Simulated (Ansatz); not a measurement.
Crystal: InSe.

```
CELL_PARAMETERS angstrom
4.04733 0.00000 0.00000
-2.02366 3.50509 0.00000
0.00000 0.00000 18.05206
ATOMIC_POSITIONS crystal
In 0.33333 0.66667 0.07739
In 0.33333 0.66667 0.92261
In 0.00000 0.00000 0.42261
In 0.00000 0.00000 0.57739
Se 0.33333 0.66667 0.35298
Se 0.33333 0.66667 0.64702
Se 0.66667 0.33333 0.14700
Se 0.66667 0.33333 0.85300
```

Measurements of this composition are mostly on another form, of space group No. 160.

Base run:

- Program: Ansatz 0.2.0
- Functional: LDA
- Potentials or basis: Ansatz PAW
- Cutoff: 420 eV
- Density cutoff: 1680 eV
- k mesh: 8 × 8 × 2
- Occupations: fermi-dirac, width 0.05 eV
- Spin: no spin polarisation

Its results: band gap on the k mesh 0.50 eV, direct; pressure -2.3 GPa; largest force 0.153 eV/Å.

Question: The run is repeated on the same cell with these changes: functional from LDA to BLYP. What comes out?

Answer: Band gap on the k mesh 0.65 eV, direct; pressure 3.9 GPa; largest force 0.443 eV/Å.

BLYP binds less tightly than LDA, so the same cell stands under more pressure.

Caveats: spin-orbit coupling is left out, which moves the levels of the heavy elements; the PAW data sets come from PBE, with cores solved anew for the run's functional, which leaves a small shift of forces and pressure; the potentials were made for another functional, which shifts forces and pressure (some runs); this functional lacks dispersion, which binds the layers, so the pressure and a relaxed spacing across them are unreliable (some runs).

Not every run made on this cell is shown here.
